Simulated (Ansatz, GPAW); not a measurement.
# Fitting the PBE energy curve of BaZrO3

```cif
data_structure
_symmetry_space_group_name_H-M 'P 1'
_symmetry_Int_Tables_number 1
_cell_length_a 4.1913
_cell_length_b 4.1913
_cell_length_c 4.1913
_cell_angle_alpha 90.000
_cell_angle_beta 90.000
_cell_angle_gamma 90.000
_cell_volume 73.63
loop_
_atom_site_label
_atom_site_type_symbol
_atom_site_fract_x
_atom_site_fract_y
_atom_site_fract_z
_atom_site_occupancy
Ba1 Ba 0.00000 0.00000 0.00000 1
Zr1 Zr 0.50000 0.50000 0.50000 1
O1 O 0.50000 0.50000 0.00000 1
O2 O 0.50000 0.00000 0.50000 1
O3 O 0.00000 0.50000 0.50000 1
```

The cell was scaled at fixed shape and fractions and run with Ansatz, Ansatz PAW, cutoff 420 eV; PBE, k mesh 6 × 6 × 6 on the cell of 5 atoms, fermi-dirac occupations of 0.05 eV, no spin polarisation, no spin-orbit coupling. Energies are those that the program minimises, any entropy of the smearing included.

```tsv
V (Å³/atom)	energy over the lowest row (meV/atom)
13.8426	57.62
14.1371	32.53
14.4316	15.09
14.7261	?
15.0207	0.00
15.3152	1.04
15.6097	7.09
```

Q: Fit the third-order Birch-Murnaghan form, give V0, B0 and B′, and predict the energy left open.

A: With y = (V0/V)^(2/3), E = E0 + (9 V0 B0/16) [(y - 1)³ B′ + (y - 1)² (6 - 4y)]. Least squares through the rows shown give V0 = 15.1077 Å³/atom, E0 = -0.24 meV, B0 = 149.4 GPa (1 eV/Å³ = 160.218 GPa) and B′ = 4.43, with a largest miss of 0.02 meV. At V = 14.7261 the form with these constants gives 4.47 meV; the run gave 4.53 meV an atom. Other set-ups at this level, from all their volumes (Å³/atom, GPa): GPAW, GPAW PAW data sets (gpaw-data 1.2.1): V0 15.088, B0 149.8. Measured volume: 14.74 Å³/atom at 300 K (a printed reference work), so the fit lies +2.5 % from it. The runs are for a static lattice.
